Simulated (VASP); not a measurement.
Runs of VASP 6.6.1 on GaP. It takes space group F-43m (No. 216, cubic). Conventional cell: a = 5.450 Å, b = 5.450 Å, c = 5.450 Å, α = 90.00°, β = 90.00°, γ = 90.00°. Ga (site symmetry -43m) has 4 P at 2.36 Å as nearest neighbours. P (site symmetry -43m) is surrounded by 4 Ga at 2.36 Å. The cell was built by a generator and isn't the measured one.

```csv
cell,P gpa,target pressure,gap on the mesh (eV),pressure (GPa)
relaxed to 18 GPa,18,18 GPa,1.34,18.0
relaxed to 6 GPa,6,6 GPa,1.54,6.0
relaxed,0,-,1.58,0.0
relaxed to 12 GPa,12,12 GPa,(a),12.0
```

Alike in all rows: task relaxation of cell and atoms; level PBE; potentials or basis VASP PAW PBE potentials, release 64 (Ga_d, P); no spin polarisation; k mesh 10 × 10 × 10; cutoff (eV) 600; smearing fermi-dirac 0.05 eV.

Task: Fill in the values left out.

Result: (a) 1.44.

Caveats: the cell is relaxed towards a set pressure, so the enthalpy falls and the energy may rise (some runs).

A k mesh can miss the band edges, and the runs leave out spin-orbit coupling on Ga.
